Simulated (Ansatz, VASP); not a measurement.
Two plane-wave programs on HfN

```
Hf N
1.0
     0.00000    2.31105    2.31105
     2.31105    0.00000    2.31105
     2.31105    2.31105    0.00000
Hf N
1 1
Direct
  0.00000 0.00000 0.00000
  0.50000 0.50000 0.50000
```

Alike in both runs: task single point; functional PBE; k mesh 11 × 11 × 11; no spin polarisation.

|  | VASP | Ansatz |
| --- | --- | --- |
| version | VASP 6.6.1 | Ansatz 0.2.0 |
| potentials or method | VASP PAW PBE potentials, release 64 (Hf_pv, N) | plane waves, PAW |
| plane-wave cutoff (eV) | 520 | 450 |
| occupations | fermi-dirac, width 0.1 eV | fermi-dirac |
| valence electrons in the cell | 15 | 31 |

Ansatz gave:

| Quantity | Value |
| --- | --- |
| pressure (GPa) | -11.5 |

Q: Estimate VASP's values.

A: Pressure (GPa): -13.6.

The two sets of potentials don't hold the same shells in valence.

The runs have no spin-orbit coupling, so splittings on Hf are missing.
